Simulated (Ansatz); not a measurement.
BaTiO3, one cell by several methods

```
Ba Ti O
1.0
     3.98410    0.03984    0.03984
     0.05683    2.86551    2.87417
     0.00009   -2.80859    2.81743
Ba Ti O
1 1 3
Direct
  0.00000 0.00000 0.00000
  0.50000 0.50790 0.50790
  0.00000 0.49210 0.49210
  0.50000 0.50251 0.99371
  0.50000 0.99371 0.50251
```

Atoms are numbered in the order listed.

The cell is COD entry 9016084, as deposited and not checked against the literature; nothing was relaxed. The listed cell was then made from it by scaling, straining or moving an atom.

No spin–orbit coupling, which matters for the heavy atoms here.

All numbers are computed: DFT, PBE, PAW with Ansatz's default frozen-core files, scalar-relativistic (Ansatz 0.2.0); DFT, PBE, all-electron LAPW, scalar-relativistic (Ansatz 0.2.0).

For PAW: a Γ-centred 8×8×8 k mesh, Fermi–Dirac smearing of 0.05 eV, cutoff 420 eV, no spin polarisation. LAPW targets a basis error of 1 meV/atom. The Ansatz runs share mesh, smearing and spin set-up. Plane-wave (PAW) pressures include the program's estimate of the Pulay term.

Stress and pressure are positive in compression.

The change that made this cell: equal xy, yz and zx engineering shear strains of +2 %.

PAW results:

```tsv
quantity	PAW
pressure (GPa)	2.08
stress xx (GPa)	2.71
stress yy (GPa)	2.12
stress zz (GPa)	1.41
stress yz (GPa)	-1.84
stress xz (GPa)	-2.39
stress xy (GPa)	-2.39
force on Ba1, z (eV/Å)	0.089
force on Ti2, z (eV/Å)	0.198
force on O3, z (eV/Å)	0.089
force on O4, z (eV/Å)	-0.155
band gap (eV)	1.793
```

Question: What does all-electron LAPW give for the same quantities?

Answer: 
```json
{"quantity": "pressure (GPa)", "LAPW": "2.09"}
{"quantity": "stress xx (GPa)", "LAPW": "2.73"}
{"quantity": "stress yy (GPa)", "LAPW": "2.13"}
{"quantity": "stress zz (GPa)", "LAPW": "1.42"}
{"quantity": "stress yz (GPa)", "LAPW": "-1.83"}
{"quantity": "stress xz (GPa)", "LAPW": "-2.39"}
{"quantity": "stress xy (GPa)", "LAPW": "-2.39"}
{"quantity": "force on Ba1, z (eV/Å)", "LAPW": "0.089"}
{"quantity": "force on Ti2, z (eV/Å)", "LAPW": "0.199"}
{"quantity": "force on O3, z (eV/Å)", "LAPW": "0.089"}
{"quantity": "force on O4, z (eV/Å)", "LAPW": "-0.155"}
{"quantity": "band gap (eV)", "LAPW": "1.787"}
```
